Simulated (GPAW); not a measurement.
Runs of GPAW 26.7.0 on ZnSe (Stilleite). Symmetry: F-43m, No. 216, cubic system. Conventional cell: a = 5.668 Å, b = 5.668 Å, c = 5.668 Å, α = 90.00°, β = 90.00°, γ = 90.00°. Se (site symmetry -43m) is surrounded by 4 Zn at 2.45 Å. Zn (site symmetry -43m) has 4 Se at 2.45 Å as nearest neighbours. 

| task | level | potentials or basis | spin | cell | k mesh | cutoff (eV) | maxiter | optimizer | fmax | max steps | convergence | mesh quality | gap on the mesh (eV) | pressure (GPa) | relaxed volume (Å³/atom) |
| --- | --- | --- | --- | --- | --- | --- | --- | --- | --- | --- | --- | --- | --- | --- | --- |
| relaxation of cell and atoms | RPBE | the program's PAW data sets (release 1.2.1) made for this functional, pw | off | relaxed | 8 × 8 × 8 | 600 | 150 | BFGS | 0.02 eV/Å | 40 | density=1e-05 forces=0.0001 | not flagged | 1.18 | 0.0 | (c) |
| relaxation of cell and atoms | LDA | the program's PAW data sets (release 1.2.1) made for this functional, pw | off | relaxed | 8 × 8 × 8 | 600 | 150 | BFGS | 0.05 eV/Å | 60 | density=1e-05 forces=0.0001 | not flagged | 1.30 | 0.3 | 21.41 |
| band structure | PBEsol | PAW data sets generated in the run's folder for this functional, pw | SOC, no magnetisation | as given | 6 × 6 × 6 | 600 | 150 | - | - | - | - | not flagged | 1.04 | (b) | - |
| single point | PBE0 | GPAW PAW data sets (gpaw-data 1.2.1), pw | off | as given | 3 × 3 × 3 | 450 | 60 | - | - | - | - | coarse | 3.16 | - | - |
| band structure | LDA | the program's PAW data sets (release 1.2.1) made for this functional, pw | off | as given | 8 × 8 × 8 | 600 | 150 | - | - | - | - | not flagged | 1.04 | -3.6 | - |
| band structure | BLYP | PAW data sets generated in the run's folder for this functional, pw | off | as given | 8 × 8 × 8 | 600 | 150 | - | - | - | - | not flagged | 1.25 | (a) | - |

Alike in all rows: smearing fermi-dirac 0.05 eV.

Problem. Estimate the missing entries.

Solution. (a) 5.1; (b) -1.1; (c) 24.52.

Caveats: some runs use coarse meshes; later steps reuse the first step's grids (some runs); spin-orbit coupling was added after a scalar SCF, so levels and gaps hold it while energy, forces, pressure and moments don't (some runs); this program's spin-orbit splittings come out too wide for heavy elements (some runs); exact exchange converges slowly with the k mesh, and this mesh is small (some runs); the PAW data sets were made with another functional, which shifts forces and pressure a little (some runs).

A k mesh can miss the band edges, and rows without SOC leave out spin-orbit coupling on Se.

Runs at the PBE level aren't shown here.
